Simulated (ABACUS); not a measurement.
The system is Cu.

```
CELL_PARAMETERS angstrom
0.00000 1.80750 1.80750
1.80750 0.00000 1.80750
1.80750 1.80750 0.00000
ATOMIC_POSITIONS crystal
Cu 0.00000 0.00000 0.00000
```

| Quantity | Value |
| --- | --- |
| Program | ABACUS 3.10.1 |
| Task | relaxation of cell and atoms |
| Functional | RPBE |
| Potentials or basis | Ansatz NC PBE |
| Cutoff | 1252 eV |
| Density cutoff | 5007 eV |
| Basis | plane waves |
| k mesh | 10 × 10 × 10 |
| Occupations | fermi-dirac, width 0.05 eV |
| Spin | no spin polarisation |

At the start: pressure 7.7 GPa; volume 11.81 Å³/atom.

Question: How do energy, volume and symmetry change on relaxing?

Answer: Over 5 steps the energy falls by 14.6 meV/atom and the volume is 12.45 Å³/atom (+5.4 %); space group Fm-3m (No. 225, to 0.05 Å).

The path:
| step | energy change (eV) | largest force (eV/Å) | pressure (GPa) | volume (Å³) |
| --- | --- | --- | --- | --- |
| 1 | 0.0000 | 0.0000 | 7.70 | 11.81 |
| 2 | -0.0098 | 0.0000 | -3.87 | 12.84 |
| 3 | -0.0146 | 0.0000 | 0.11 | 12.45 |
| 4 | -0.0146 | 0.0000 | 0.09 | 12.45 |
| 5 | -0.0146 | 0.0000 | 0.00 | 12.45 |

Final structure:
```
Cu
1.0
     0.00000    1.83958    1.83958
     1.83958    0.00000    1.83958
     1.83958    1.83958    0.00000
Cu
1
Direct
  0.00000 0.00000 0.00000
```

Caveat: the potentials were made for another functional, which shifts forces and pressure.
